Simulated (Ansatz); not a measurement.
# WSe2: a strain scan

This session takes WSe2 and sets out to strain the cell along the Voigt pattern (0, 1, 0, 0, 0, 0).

Program: Ansatz 0.2.0. Level of theory: DFT r2SCAN, scalar-relativistic, plane waves, PAW. These are calculated values, not measurements.

3 further runs of the same task are left out: 3 set aside as unsound or not needed.

### Step 1. The system as given

It takes space group P-6m2 (No. 187, hexagonal). The conventional cell has a = 3.314 Å, b = 3.314 Å, c = 16.659 Å, α = 90.00°, β = 90.00°, γ = 120.00°. Around W (site symmetry -6m2) lie 6 Se at 2.53 Å. Around Se (site symmetry 3m) lie 3 W at 2.53 Å.

Structure file:

```cif
data_structure
_symmetry_space_group_name_H-M 'P 1'
_symmetry_Int_Tables_number 1
_cell_length_a 3.3144
_cell_length_b 3.3144
_cell_length_c 16.6587
_cell_angle_alpha 90.000
_cell_angle_beta 90.000
_cell_angle_gamma 120.000
_cell_volume 158.48
loop_
_atom_site_label
_atom_site_type_symbol
_atom_site_fract_x
_atom_site_fract_y
_atom_site_fract_z
_atom_site_occupancy
W1 W 0.00000 0.00000 0.00000 1
Se1 Se 0.33333 0.66667 0.09970 1
Se2 Se 0.33333 0.66667 0.90030 1
```

It goes back to an entry of the Materials Project, which need not be the stable form.

It is the result of an earlier relaxation at this level (volume 52.83 Å³/atom; gap on the mesh: 1.64 eV).

### Step 2. Zero of energy

Reference values: F = -21355.3434 eV; pressure 0.00 GPa; largest force 0.000 eV/Å; gap on the mesh 1.64 eV. It was computed beforehand with the settings of the runs below.

### Step 3. Setting up a strain scan

The cell is strained by ε times the Voigt pattern (0, 1, 0, 0, 0, 0) (xx, yy, zz, yz, xz, xy; engineering shear), with fractional coordinates fixed (clamped ions). The stress on the pattern is the sum of the stress components weighted by it, tension positive.

### Step 4. ε = -0.0400

input.yaml reads:

```yaml
crystal:
  lattice:
    - [3.314363606, 0.0, 0.0]
    - [-1.657181803, 2.755510157, 0.0]
    - [0.0, 0.0, 16.6586759938]
  atoms:
    - { symbol: W, position: [0.0, 0.0, 0.0] }
    - { symbol: Se, position: [0.3333333333, 0.6666666667, 0.0997031696] }
    - { symbol: Se, position: [0.3333333333, 0.6666666667, 0.9002968304] }
basis:
  ecutwfc: 500
kpoints:
  mp_grid: { grid: [12, 12, 2] }
hamiltonian:
  xc: r2scan
scf:
  occupations: { method: gaussian, width: 0.05 }
output:
  forces: true
  stress: true
  eigenvalues: true
```

Command:

```sh
> ansatz run input.yaml --threads 1 --pin off --max-ram 2560MiB --backend cpu --events-out ev --progress --plain --runs-dir out
```

### Step 5. At ε = 0.0300

Edit input.yaml of step 4 so:

```diff
@@ -3,3 +3,3 @@
     - [3.314363606, 0.0, 0.0]
-    - [-1.657181803, 2.755510157, 0.0]
+    - [-1.657181803, 2.9564327726, 0.0]
     - [0.0, 0.0, 16.6586759938]
```

### Step 6. At ε = -0.0200

Edit input.yaml of step 5 so:

```diff
@@ -3,3 +3,3 @@
     - [3.314363606, 0.0, 0.0]
-    - [-1.657181803, 2.9564327726, 0.0]
+    - [-1.657181803, 2.8129166186, 0.0]
     - [0.0, 0.0, 16.6586759938]
```

### Step 7. At ε = 0.0100

Edit input.yaml of step 6 so:

```diff
@@ -3,3 +3,3 @@
     - [3.314363606, 0.0, 0.0]
-    - [-1.657181803, 2.8129166186, 0.0]
+    - [-1.657181803, 2.899026311, 0.0]
     - [0.0, 0.0, 16.6586759938]
```

(Steps that only read results are left out.)

Q: Predict the outcome of this session. Wanted: slope of the stress at ε = 0, from the points at -0.0200, 0 and 0.0100.

**Answer**, as computed:

```
                                                              quantity   value
slope of the stress at ε = 0, from the points at -0.0200, 0 and 0.0100  93 GPa
```

What this shows: The slope of the stress at zero strain, 93 GPa, estimates C22 with clamped ions in this Cartesian frame; letting the atoms relax could not make it stiffer. The undisturbed cell stays the lowest of the sampled points. The gap on the mesh stays between 1.49 and 1.86 eV. Spin-orbit coupling is left out, which matters for the bands of W. The cell holds empty space of several Å, a single layer or slab in vacuum, so volume, pressure and the long edge depend on that space.
